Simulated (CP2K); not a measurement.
# Al2O3 under changes of volume

One of the cells (11.946 Å³/atom); the others are scaled copies at fixed shape and fractional positions:

```
CELL_PARAMETERS angstrom
3.01748 0.00000 0.00000
-1.50874 2.61322 0.00000
0.00000 0.00000 7.57464
ATOMIC_POSITIONS crystal
Al 0.00000 0.00000 0.72205
Al 0.00000 0.00000 0.27795
O 0.00000 0.00000 0.50000
O 0.66667 0.33333 0.80055
O 0.33333 0.66667 0.19945
```

Measurements of this composition are mostly on another form, of space group No. 167.

```yaml
Program: CP2K 2026.2
Functional: PBEsol
Potentials_or_basis: POTENTIAL_UZH Al GTH-PBE-q3, O GTH-PBE-q6; TZVP-MOLOPT-PBE-GTH basis
Density_cutoff: 8163 eV
k_mesh: 10 × 10 × 4
Occupations: gaussian, width 0.05 eV
Spin: no spin polarisation
```

```csv
volume (Å³/atom),energy over the lowest point (meV/atom),pressure (GPa),gap on the mesh (eV),largest force (eV/Å)
11.229,13.30,8.3,2.54,0.468
11.468,3.87,4.4,2.39,0.275
11.707,0.00,0.9,2.25,0.096
11.946,1.15,-2.3,2.11,0.139
12.185,6.84,-5.2,1.98,0.307
12.424,16.64,-7.9,1.85,0.464
12.662,?,?,?,?
```

Task: What does the run at 12.662 Å³/atom give?

Result: Energy over the lowest point 30.16 meV/atom; pressure -10.2 GPa; gap on the mesh 1.73 eV; largest force 0.611 eV/Å.

Worked out: A Birch-Murnaghan fit of order 3 (a polynomial in V^(-2/3)) to the other rows has its minimum at 11.77 Å³/atom with B0 = V·E''(V) = 161 GPa and B' = 4.0 at fixed shape and positions, which overstates the stiffness. It gives 30.09 meV/atom at 12.662 Å³/atom, against the run's 30.16, and -dE/dV = -10.2 GPa, against -10.2. A straight line through the other rows of the gap, of slope -6.81 eV per unit of ln V (its deformation potential), extrapolates to 1.72 eV, against the run's 1.73.

Energies are extrapolated to zero smearing.

Caveats: the potentials were made for another functional, which shifts forces and pressure; the basis of atomic orbitals isn't converged, which shifts pressures, moduli and gaps.

A mesh can miss the band edges.
